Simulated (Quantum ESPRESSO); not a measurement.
**CdO2 under changes of volume**

One of the cells (14.470 Å³/atom); the others are scaled copies at fixed shape and fractional positions:

```xyz
3
Lattice="3.4762 0.0000 0.0000 -1.7381 3.0105 0.0000 0.0000 0.0000 4.1481" Properties=species:S:1:pos:R:3 pbc="T T T"
Cd    0.0000    0.0000    0.0000
O     0.0000    2.0070    1.0130
O     1.7381    1.0035    3.1350
```

The cell comes from a database or a generator and needn't be the stable form of this composition.

```yaml
Program: Quantum ESPRESSO 7.5
Functional: PBEsol
Potentials_or_basis: GBRV 1.5 PBEsol
Cutoff: 612 eV
Density_cutoff: 4898 eV
k_mesh: 9 × 9 × 7
Occupations: fermi-dirac, width 0.05 eV
Spin: no spin polarisation
```

| volume (Å³/atom) | energy over the lowest point (meV/atom) | pressure (GPa) |
| --- | --- | --- |
| 13.602 | 0.00 | -5.4 |
| 13.891 | 11.37 | -7.2 |
| 14.181 | 25.76 | -8.7 |
| 14.470 | 42.79 | -10.1 |
| 14.760 | ? | ? |
| 15.049 | 83.35 | -12.2 |
| 15.338 | 106.33 | -13.1 |

**Question.** What does the run at 14.760 Å³/atom give?

**Answer.** Energy over the lowest point 62.08 meV/atom; pressure -11.2 GPa.

Worked out: A Birch-Murnaghan fit of order 3 (a polynomial in V^(-2/3)) to the other rows has no minimum within the range. It gives 62.11 meV/atom at 14.760 Å³/atom, against the run's 62.08, and -dE/dV = -11.3 GPa, against -11.2.

Energies are extrapolated to zero smearing.
